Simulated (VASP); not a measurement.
# LiH (Fm-3m) in VASP: a series of runs, part 2 of 3

VASP 6.6.1. Earlier steps stand in the parts before.

## 4. Density of states, r2SCAN-EpsX+rVV10 (volume scaled by 1.25)

File POSCAR:

```
LiH
1.0
    0.0000000000      2.1940224275      2.1940224275
    2.1940224275      0.0000000000      2.1940224275
    2.1940224275      2.1940224275      0.0000000000
Li H
1 1
Direct
    0.0000000000      0.0000000000      0.0000000000
    0.5000000000      0.5000000000      0.5000000000
```

File INCAR.step1:

```
PREC = Accurate
ENCUT = 520
EDIFF = 1E-8
ISMEAR = 0
SIGMA = 0.05
LREAL = F
LASPH = T
NELM = 60
ALGO = Normal
ISIF = 2
LWAVE = F
LCHARG = F
GGA = PE
LEPSILON = T
```

File KPOINTS.step1:

```
Automatic mesh
0
G
  11 11 11
  0 0 0
```

File INCAR.step2:

```
PREC = Accurate
ENCUT = 520
EDIFF = 1E-5
ISMEAR = 0
SIGMA = 0.05
LREAL = F
LASPH = T
NELM = 60
ALGO = Normal
ISIF = 2
LWAVE = T
LCHARG = F
GGA = PE
```

File KPOINTS.step2:

```
Automatic mesh
0
Gamma
  6 6 6
```

File INCAR.step3:

```
PREC = Accurate
ENCUT = 520
EDIFF = 1E-7
ISMEAR = -5
SIGMA = 0.05
LREAL = F
LASPH = T
NELM = 60
ALGO = Normal
ISIF = 2
LWAVE = F
LCHARG = F
METAGGA = R2SCAN
LHFCALC = T
AEXX = 0.2505
LMIXTAU = T
PRECFOCK = Normal
LUSE_VDW = T
IVDW_NL = 2
BPARAM = 11.95
CPARAM = 0.0093
LORBIT = 10
ISTART = 1
NEDOS = 2001
```

File KPOINTS.step3:

```
Automatic mesh
0
Gamma
  6 6 6
```

Potentials or basis: VASP PAW PBE potentials, release 64 (Li_sv, H).

On the command line:

```sh
$ cat potpaw_PBE.64/Li_sv/POTCAR potpaw_PBE.64/H/POTCAR > POTCAR
$ cp INCAR.step1 INCAR
$ cp KPOINTS.step1 KPOINTS
$ mpirun -np 1 vasp_std > vasp.out
$ cp INCAR.step2 INCAR
$ cp KPOINTS.step2 KPOINTS
$ mpirun -np 1 vasp_std > vasp.out
$ cp INCAR.step3 INCAR
$ cp KPOINTS.step3 KPOINTS
$ mpirun -np 1 vasp_std > vasp.out
```

OUTCAR:

```text
PREC = Accurate
   ENCUT = 520
   EDIFF = 1E-7
   ISMEAR = -5
   LREAL = F
   LASPH = T
   NELM = 60
   ISIF = 2
   METAGGA = R2SCAN
   LHFCALC = T
   AEXX = 0.2505
   PRECFOCK = Normal
   IVDW_NL = 2
   BPARAM = 11.95
   LORBIT = 10
   ISTART = 1

 ion  position               nearest neighbor table
   1  0.000  0.000  0.000-
   2  0.500  0.500  0.500-

  LATTYP: Found a face centered cubic cell.
 ALAT       =     4.3880448550

  Lattice vectors:

 A1 = (   0.0000000000,   2.1940224275,   2.1940224275)
 A2 = (   2.1940224275,   0.0000000000,   2.1940224275)
 A3 = (   2.1940224275,   2.1940224275,   0.0000000000)

Analysis of symmetry for initial positions (statically):
=====================================================================
[... 177 lines left out ...]

 val. band max:       -2.2124942977   @ k =   0.5000   0.5000   0.0000
 cond. band min:       2.9342350772   @ k =   0.5000   0.5000   0.0000
 fundamental gap:      5.1467293750
 Fermi energy:        -2.1991798723

 k-point     1 :       0.0000    0.0000    0.0000
  band No.  band energies     occupation
      1     -50.9539      2.00000
      2      -7.2589      2.00000
      3      13.8974      0.00000
      4      16.2806      0.00000
      5      16.2806      0.00000
      6      16.2812      0.00000
[... 127 lines left out ...]
 k-point    16 :      -0.3333    0.5000    0.1667
  band No.  band energies     occupation
      1     -50.9320      2.00000
      2      -2.3106      2.00000
      3       3.8598      0.00000
      4       6.5664      0.00000
      5      10.1272      0.00000
      6      15.6208      0.00000

------------------------ aborting loop because EDIFF is reached ----------------------------------------

  FORCE on cell =-STRESS in cart. coord.  units (eV):
  Direction    XX          YY          ZZ          XY          YZ          ZX
  --------------------------------------------------------------------------------------
  -------------------------------------------------------------------------------------
  Total       -0.9100770     -0.9100770     -0.9100770     -0.0000000      0.0000000      0.0000000
  in kB      -69.0296312    -69.0296312    -69.0296312     -0.0000000      0.0000000      0.0000000
  external PRESSURE =     -69.0296312 kB  Pullay stress =       0.0000000 kB

 VOLUME and BASIS-vectors are now :
 -----------------------------------------------------------------------------
  energy-cutoff  :      520.00
  volume of cell :       21.12
      direct lattice vectors                 reciprocal lattice vectors
     0.000000000  2.194022428  2.194022428    -0.227891928  0.227891928  0.227891928
     2.194022428  0.000000000  2.194022428     0.227891928 -0.227891928  0.227891928
     2.194022428  2.194022428  0.000000000     0.227891928  0.227891928 -0.227891928

 POSITION                                       TOTAL-FORCE (eV/Angst)
 -----------------------------------------------------------------------------------
      0.00000      0.00000      0.00000        -0.000000     -0.000000      0.000000
      2.19402      2.19402      2.19402         0.000000      0.000000     -0.000000
 -----------------------------------------------------------------------------------
    total drift:                               -0.000000     -0.000000      0.000000

  FREE ENERGIE OF THE ION-ELECTRON SYSTEM (eV)
  ---------------------------------------------------
  free  energy   TOTEN  =        -7.3690919060 eV

  energy  without entropy=       -7.3690919060  energy(sigma->0) =       -7.36909191

 total charge

# of ion       s       p       d       tot
------------------------------------------
    1        2.007   0.017   0.000   2.023
    2        0.517   0.001   0.000   0.518
--------------------------------------------------
tot          2.524   0.017   0.000   2.542
```

Wall time 3.1 min (1 thread of AMD EPYC 9R45 (Zen 5), shared host); peak memory 0.18 GiB.

Results:

```
Free energy                                           : -7.3691 eV
Band gap on the k mesh                                : 5.15 eV, direct
Valence electrons inside the program's atomic spheres : Li 2.02; H 0.52
```

States per cell in windows of 0.5 eV (zero at the valence-band top; states under -8 eV left out):
```csv
from (eV),total,H2_s,Li1_s,Li1_p,H2_p,Li1_d,H2_d
-8.0,0.00,0.00,0.00,0.00,0.00,0.00,0.00
-7.5,0.00,0.00,0.00,0.00,0.00,0.00,0.00
-7.0,0.00,0.00,0.00,0.00,0.00,0.00,0.00
-6.5,0.00,0.00,0.00,0.00,0.00,0.00,0.00
-6.0,0.00,0.00,0.00,0.00,0.00,0.00,0.00
-5.5,0.00,0.00,0.00,0.00,0.00,0.00,0.00
-5.0,0.03,0.01,0.00,0.00,0.00,0.00,0.00
-4.5,0.09,0.02,0.00,0.00,0.00,0.00,0.00
-4.0,0.12,0.02,0.00,0.00,0.00,0.00,0.00
-3.5,0.16,0.04,0.00,0.00,0.00,0.00,0.00
-3.0,0.20,0.05,0.00,0.00,0.00,0.00,0.00
-2.5,0.28,0.07,0.00,0.00,0.00,0.00,0.00
-2.0,0.36,0.10,0.00,0.00,0.00,0.00,0.00
-1.5,0.31,0.09,0.00,0.00,0.00,0.00,0.00
-1.0,0.36,0.11,0.00,0.00,0.00,0.00,0.00
-0.5,0.10,0.03,0.00,0.00,0.00,0.00,0.00
0.0,0.00,0.00,0.00,0.00,0.00,0.00,0.00
0.5,0.00,0.00,0.00,0.00,0.00,0.00,0.00
1.0,0.00,0.00,0.00,0.00,0.00,0.00,0.00
1.5,0.00,0.00,0.00,0.00,0.00,0.00,0.00
2.0,0.00,0.00,0.00,0.00,0.00,0.00,0.00
2.5,0.00,0.00,0.00,0.00,0.00,0.00,0.00
3.0,0.00,0.00,0.00,0.00,0.00,0.00,0.00
3.5,0.00,0.00,0.00,0.00,0.00,0.00,0.00
4.0,0.00,0.00,0.00,0.00,0.00,0.00,0.00
4.5,0.00,0.00,0.00,0.00,0.00,0.00,0.00
5.0,0.00,0.00,0.00,0.00,0.00,0.00,0.00
5.5,0.03,0.00,0.00,0.00,0.00,0.00,0.00
6.0,0.13,0.00,0.00,0.01,0.00,0.00,0.00
6.5,0.40,0.01,0.01,0.01,0.01,0.00,0.00
7.0,0.39,0.01,0.02,0.01,0.01,0.00,0.00
7.5,0.26,0.01,0.01,0.01,0.00,0.00,0.00
```

Caveat: the cutoff is under 1.25 times the usual one of these potentials, so pressure, stress and relaxed cells hold a basis-set (Pulay) error; the PAW data sets were made with another functional, which shifts forces and pressure a little.

## 5. RPA correlation energy, PBE (volume scaled by 0.96)

File POSCAR:

```
LiH
1.0
    0.0000000000      2.0092229770      2.0092229770
    2.0092229770      0.0000000000      2.0092229770
    2.0092229770      2.0092229770      0.0000000000
Li H
1 1
Direct
    0.0000000000      0.0000000000      0.0000000000
    0.5000000000      0.5000000000      0.5000000000
```

File INCAR.step1:

```
PREC = Accurate ; ENCUT = 350
EDIFF = 1E-8 ; ISMEAR = 0
SIGMA = 0.05 ; LREAL = False
LASPH = True ; NELM = 60
ALGO = Normal ; LWAVE = True
LCHARG = False ; GGA = PE
```

File INCAR.step2:

```
PREC = Accurate ; ENCUT = 350
EDIFF = 1E-8 ; ISMEAR = 0
SIGMA = 0.05 ; LREAL = False
LASPH = True ; NELM = 1
ALGO = EIGENVAL ; LWAVE = False
LCHARG = False ; GGA = PE
LHFCALC = True ; AEXX = 1.0
ALDAC = 0.0 ; AGGAC = 0.0
ISTART = 1 ; PRECFOCK = Fast
```

File INCAR.step3:

```
PREC = Accurate ; ENCUT = 350
EDIFF = 1E-8 ; ISMEAR = 0
SIGMA = 0.05 ; LREAL = False
LASPH = True ; NELM = 1
ALGO = Exact ; LWAVE = True
LCHARG = False ; GGA = PE
NBANDS = 259 ; LOPTICS = True
ISTART = 1
```

File INCAR.step4:

```
PREC = Accurate ; ENCUT = 350
EDIFF = 1E-8 ; ISMEAR = 0
SIGMA = 0.05 ; LREAL = False
LASPH = True ; NELM = 60
ALGO = ACFDT ; LWAVE = False
LCHARG = False ; GGA = PE
NBANDS = 259 ; ENCUTGW = 250
NOMEGA = 8 ; ISTART = 1
PRECFOCK = Fast
```

File KPOINTS:

```
Automatic mesh
0
Gamma
  5 5 5
```

Potentials or basis: VASP PAW PBE potentials, release 64 (Li_GW, H_GW).

On the command line:

```sh
$ cat potpaw_PBE.64/Li_GW/POTCAR potpaw_PBE.64/H_GW/POTCAR > POTCAR
$ cp INCAR.step1 INCAR
$ mpirun -np 1 vasp_std > vasp.out
$ cp INCAR.step2 INCAR
$ mpirun -np 1 vasp_std > vasp.out
$ cp INCAR.step3 INCAR
$ mpirun -np 1 vasp_std > vasp.out
$ cp INCAR.step4 INCAR
$ mpirun -np 1 vasp_std > vasp.out
```

OUTCAR:

```text
PREC = Accurate
   ENCUT = 350
   EDIFF = 1E-8
   ISMEAR = 0
   LREAL = False
   LASPH = True
   NELM = 60
   GGA = PE
   ENCUTGW = 250
   ISTART = 1
   PRECFOCK = Fast

 ion  position               nearest neighbor table
   1  0.000  0.000  0.000-   2 2.01   2 2.01   2 2.01   2 2.01   2 2.01   2 2.01
   2  0.500  0.500  0.500-   1 2.01   1 2.01   1 2.01   1 2.01   1 2.01   1 2.01

  LATTYP: Found a face centered cubic cell.
 ALAT       =     4.0184459540

  Lattice vectors:

 A1 = (   0.0000000000,   2.0092229770,   2.0092229770)
 A2 = (   2.0092229770,   0.0000000000,   2.0092229770)
 A3 = (   2.0092229770,   2.0092229770,   0.0000000000)

Analysis of symmetry for initial positions (statically):
=====================================================================
 Subroutine PRICEL returns:
 Original cell was already a primitive cell.

 Routine SETGRP: Setting up the symmetry group for a
 face centered cubic supercell.

 Subroutine GETGRP returns: Found 48 space group operations
 (whereof 48 operations were pure point group operations)
 out of a pool of 48 trial point group operations.

The static configuration has the point symmetry O_h .

Analysis of symmetry for dynamics (positions and initial velocities):
[... 109 lines left out ...]
   EMIN   =  10.00;   EMAX   =-10.00  energy-range for DOS
   EFERMI =   0.00;   METHOD = LEGACY
   ISMEAR =     0;   SIGMA  =   0.05  broadening in eV -4-tet -1-fermi 0-gaus
   EFERMI_NEDOS =   21; number of points for ismear=-14 and -15
   IALGO  =     38    algorithm
   IMIX   =      4    mixing-type and parameters
     AMIX     =   0.40;   BMIX     =  1.00
     AMIX_MAG =   1.60;   BMIX_MAG =  1.00
  volume/ion in A,a.u.               =       8.11        54.74
  Fermi-wavevector in a.u.,A,eV,Ry     =   0.814792  1.539733  9.032715  0.663886
  Thomas-Fermi vector in A             =   1.924763
   LORBIT       =      0    0 simple, 1 ext, 2 COOP (PROOUT), +10 PAW based schemes
   GGA     = PE    functional components
   LHFCALC =     T    Hartree Fock is set to
   PRECFOCK=fast      Normal, Fast or Accurate (Low or Medium for compatibility)
   ENCUT4O =  -1.0   cutoff for four orbital integrals eV
   NKREDX  =     1    reduce k-point grid by
   NKREDY  =     1    reduce k-point grid by
   NKREDZ  =     1    reduce k-point grid by
   AEXX    =    1.0000 exact exchange contribution
   HFSCREEN=    0.0000 screening length (either q_TF or 0.3 A-1)
   HFSCREENC=   0.0000 screening length for correlation (either q_TF or 0.3 A-1)
   ENCUTFOCK=  -1.0 apply spherical cutoff to Coloumb kernel
   IVDW    =     0    specifies the selected vdW correction
   LEPSILON=     F    determine dielectric tensor
   LRPA    =     F    only Hartree local field effects (RPA)
   LRPAFORCE           =     F    calculate RPA forces
   ENCUTGW             = 250.0    cutoff for response function in eV
   ENCUTGWSOFT         = 200.0    soft cutoff for Coulomb kernel in GW response function in eV
   ENCUTLF             =  -1.0    cutoff for local field effects
   NELMGW              =     1    number of iterations in solving QP/BSE equation
   NELMHF              =     1    number of iterations in the inner HF iteration
   NKREDLFX            =     1    NKREDLFY  =   1   NKREDLFZ  =   1
 non-spin polarized calculation
 Gauss-broadening in eV      SIGMA  =   0.05
  energy-cutoff  :      350.00
  volume of cell :       16.22
 maximum number of plane-waves:       259
 NGX is ok and might be reduce to    18
  NGX = 12; NGY = 12; NGZ = 12
   NGX =  9   NGY =  9   NGZ =  9
 maximum number of plane-waves:       150

      cutoff energy     smooth cutoff   RPA   correlation   Hartree contr. to MP2
---------------------------------------------------------------------------------
            250.000           200.000       -2.3369013058       -3.2513336720
            238.095           190.476       -2.3305835044       -3.2442096732
            226.757           181.406       -2.3236546022       -3.2363549419
            215.959           172.768       -2.3162133597       -3.2278742203
            205.676           164.541       -2.3081341422       -3.2186168349
            195.882           156.705       -2.2993929643       -3.2085489785
            186.554           149.243       -2.2900695380       -3.1977402447
            177.670           142.136       -2.2799530449       -3.1859368962
  linear regression
  converged value                           -2.4222339704       -3.3494843779
```

OUTCAR.step1:

```text
PREC = Accurate
   ENCUT = 350
   EDIFF = 1E-8
   ISMEAR = 0
   LREAL = False
[... 286 lines left out ...]
      0.00000      0.00000      0.00000        -0.000000      0.000000     -0.000000
      2.00922      2.00922      2.00922         0.000000     -0.000000      0.000000
 -----------------------------------------------------------------------------------
    total drift:                               -0.000000     -0.000000     -0.000000

  FREE ENERGIE OF THE ION-ELECTRON SYSTEM (eV)
  ---------------------------------------------------
  free  energy   TOTEN  =        -6.1020468106 eV

  energy  without entropy=       -6.1020468106  energy(sigma->0) =       -6.10204681
```

It took 36 s on 1 thread of Intel Xeon Platinum 8259CL at 2.50GHz (Skylake/Cascade Lake), shared host; peak memory 0.27 GiB.

What came out:

- Band gap on the k mesh, mean-field level: 3.98 eV, direct
- RPA correlation energy: -1.211 eV/atom
- RPA total energy per cell: -11.576 eV
- RPA correlation energy per cell: -2.422 eV

Levels at points of the mesh, in eV from the valence-band top:
```csv
k point,band 1,band 2,band 3,band 4,band 5
"(0.00, 0.00, 0.00)",-5.17,16.30,18.08,18.08,18.08
```

Caveat: the k mesh is coarse (spacing up to 0.54 Å⁻¹), so the values aren't converged; the cutoff is under 1.25 times the usual one of these potentials, so pressure, stress and relaxed cells hold a basis-set (Pulay) error; an odd mesh through Γ misses points on the zone boundary, where band edges often lie.

[end of part 2 of 3]
